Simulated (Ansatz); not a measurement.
# TaN: the cost of one run

Computed with Ansatz 0.2.0 (DFT LDA, scalar-relativistic, unless a step's input says otherwise).

**1. The system as given**

It takes space group P6/mmm (No. 191, hexagonal). Conventional cell: a = 5.185 Å, b = 5.185 Å, c = 2.908 Å, α = 90.00°, β = 90.00°, γ = 120.00°. Ta (site symmetry 6/mmm) is surrounded by 6 N at 2.59 Å and 2 Ta at 2.91 Å. Around Ta (site symmetry -6m2) lie 6 N at 2.09 Å. N (site symmetry mmm) is surrounded by 6 Ta at 2.09 to 2.59 Å.

As a file:

```cif
data_structure
_symmetry_space_group_name_H-M 'P6/mmm'
_symmetry_Int_Tables_number 191
_cell_length_a 5.1850
_cell_length_b 5.1850
_cell_length_c 2.9080
_cell_angle_alpha 90.000
_cell_angle_beta 90.000
_cell_angle_gamma 120.000
_cell_volume 67.71
loop_
_atom_site_label
_atom_site_type_symbol
_atom_site_symmetry_multiplicity
_atom_site_Wyckoff_symbol
_atom_site_fract_x
_atom_site_fract_y
_atom_site_fract_z
_atom_site_occupancy
Ta1 Ta 1 a 0.00000 0.00000 0.00000 1
Ta2 Ta 2 d 0.33333 0.66667 0.50000 1
N1 N 3 f 0.50000 0.00000 0.00000 1
```

The file gives the conventional cell by its symmetry; the runs use the cell typed in the input.

Atoms are numbered in the order of the input: Ta1, Ta2, Ta3, N4, N5, N6.

**2. The deformed structure**

Space group P6/mmm before, P-1 after.

**3. All-electron LAPW**

Input file input.yaml:

```yaml
crystal:
  lattice:
    - [5.1849992558, -0.0777749888, -0.0777749888]
    - [-2.659854744, 4.5292285685, -0.0284676217]
    - [-0.04362, -0.04362, 2.908]
  atoms:
    - { symbol: Ta, position: [0.0, 0.0, 0.0] }
    - { symbol: Ta, position: [0.3333333333, 0.6666666667, 0.5] }
    - { symbol: Ta, position: [0.6666666667, 0.3333333333, 0.5] }
    - { symbol: "N", position: [0.5, 0.0, 0.0] }
    - { symbol: "N", position: [0.5, 0.5, 0.0] }
    - { symbol: "N", position: [0.0, 0.5, 0.0] }
kpoints:
  mp_grid: { grid: [5, 5, 8] }
  band_path:
    path:
      - [0.0, 0.0, 0.0]
      - [0.0, 0.0, 0.5]
      - [-0.5, 0.5, 0.0]
      - [0.0, 0.0, 0.0]
      - [0.0, -0.5, 0.0]
      - [-0.5, 0.0, 0.5]
      - [0.0, 0.0, 0.0]
      - [-0.5, 0.0, 0.0]
      - [0.0, -0.5, 0.5]
    npoints: 5
scf:
  occupations: { method: fermi_dirac, width: 0.03 }
hamiltonian:
  xc: lda
  pseudopotentials: { kind: all_electron, lapw: { basis_error: 0.0005 } }
output:
  forces: true
  stress: true
  eigenvalues: true
```

On the command line:

```
$ ansatz run input.yaml --threads 2 --pin off --max-ram 8192MiB --backend cpu --events-out ev --progress --plain --runs-dir out
```

**Question.** How long does this run take on 2 threads of Intel Xeon 6975P-C (Granite Rapids), shared host, and how much memory does it need?

About 2 min, with a peak of 2 GiB.
